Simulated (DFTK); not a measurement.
**Al in DFTK: convergence with tol**

Crystal: Al.

```xyz
1
Lattice="0.0000 2.0248 2.0248 2.0248 0.0000 2.0248 2.0248 2.0248 0.0000" Properties=species:S:1:pos:R:3 pbc="T T T"
Al    0.0000    0.0000    0.0000
```

```yaml
Program: DFTK 0.8.2
Task: convergence study
Functional: PBE
Potentials_or_basis: dojo.nc.sr.pbe.v0_5.standard.upf (PBE)
Cutoff: 544 eV
k_mesh: 7 × 7 × 7
Occupations: fermi-dirac, width 0.1 eV
Spin: no spin polarisation
```

These are the settings of the first run; the series varies tol, with any setting tied to it.

Hardware: 1 thread of Intel(R) Xeon(R) Platinum 8488C (Sapphire Rapids), with other jobs on the host.

Problem. The values tried are 0.1, 0.01, 0.001, 0.0001, 1e-05, 1e-06, 1e-08, loosest first. From which on does the pressure stay within 0.1 GPa of the tightest run that finished?

Solution. From 0.01 on.

| tol | energy less the tightest run, at zero smearing (meV/atom) | pressure (GPa) | SCF cycles |
| --- | --- | --- | --- |
| 0.1 | 3.07 | -2.46 | 1 |
| 0.01 | 0.03 | -1.08 | 3 |
| 0.001 | 0.03 | -1.08 | 3 |
| 0.0001 | 0.00 | -1.05 | 4 |
| 1e-05 | 0.00 | -1.04 | 6 |
| 1e-06 | 0.00 | -1.04 | 8 |
| 1e-08 | 0.00 | -1.04 | 9 |

Against the tightest run, the energy stays within 1 meV/atom from 0.01 on. The tightest run that finished is the yardstick and may itself not be fully converged.

Caveat, for the tightest run too: the k mesh is coarse (spacing up to 0.38 Å⁻¹), so the values aren't converged.
